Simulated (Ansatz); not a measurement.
Stackings of close-packed layers of BaTe (capitals for Ba, lower case for the other element), each relaxed to a stress under 0.05 GPa; energies count from the stacking AcBaCb (Fm-3m).

These are results of DFT PBE, scalar-relativistic, plane waves, PAW in Ansatz, not measurements.

Cutoff 420 eV, Gaussian smearing of 0.02 eV, energies at zero smearing, symmetry of each start kept, no spin polarisation.

| start | atoms | k mesh | excess energy (meV/atom) | spacing of like layers (Å) | a (Å) | gap on the mesh (eV) |
| --- | --- | --- | --- | --- | --- | --- |
| AbAc | 4 | 6×6×6 | 73.1 | 4.296 | 4.899 | 1.75 |
| AcBc | 4 | 6×6×6 | 67.1 | 4.301 | 4.849 | 1.37 |
| AcBcAbCb | 8 | 6×6×3 | 33.6 | 4.193 | 4.921 | 1.51 |
| AcBaCbAbCaBc | 12 | 6×6×2 | 23.0 | 4.160 | 4.944 | 1.55 |
| AcBaCbAbCaBcAcBc | 16 | 6×6×2 | 35.0 | 4.200 | 4.918 | 1.49 |
| AcBcAbCaBaCbAbCb | 16 | 6×6×2 | 34.3 | 4.197 | 4.920 | 1.50 |

Spin-orbit coupling is left out, which matters for the bands of heavy elements. An odd mesh misses points on the zone edge, so a gap read on it can be too wide.

Cost: 6 runs of about 22 core-minutes in all, on Intel Xeon Platinum 8488C (Sapphire Rapids) (shared hosts).